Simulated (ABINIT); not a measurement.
# CdF2 in ABINIT: the effect of functional

Crystal: CdF2.

```
Cd F
1.0
     0.00000    2.69400    2.69400
     2.69400    0.00000    2.69400
     2.69400    2.69400    0.00000
Cd F
1 2
Direct
  0.00000 0.00000 0.00000
  0.75000 0.75000 0.75000
  0.25000 0.25000 0.25000
```

Alike in all runs:

* Program: ABINIT 10.8.3 (patched build)
* Task: single point
* Potentials or basis: JTH PAW PBE v2.0
* Cutoff: 762 eV
* k mesh: 9 × 9 × 9
* Occupations: fermi-dirac, width 0.05 eV
* Spin: no spin polarisation

One run gave: gap on the mesh 3.65 eV; pressure -2.2 GPa. Which functional did it use?
A. PBEsol
B. LDA
C. revPBE
D. PBE
E. SCAN

E.

```csv
functional,gap on the mesh (eV),pressure (GPa)
PBE,3.10,4.3
LDA,2.81,-6.7
PBEsol,2.94,-1.3
RPBE,3.30,9.0
BLYP,3.13,7.4
r2SCAN,3.79,-1.2
SCAN,3.65,-2.2
revPBE,3.26,7.8
PW91,3.11,3.4
WC,2.97,-1.4
```

Caveats: an odd mesh through Γ misses points on the zone boundary, where band edges often lie; the PAW data sets were made with another functional, which shifts forces and pressure a little (some runs).
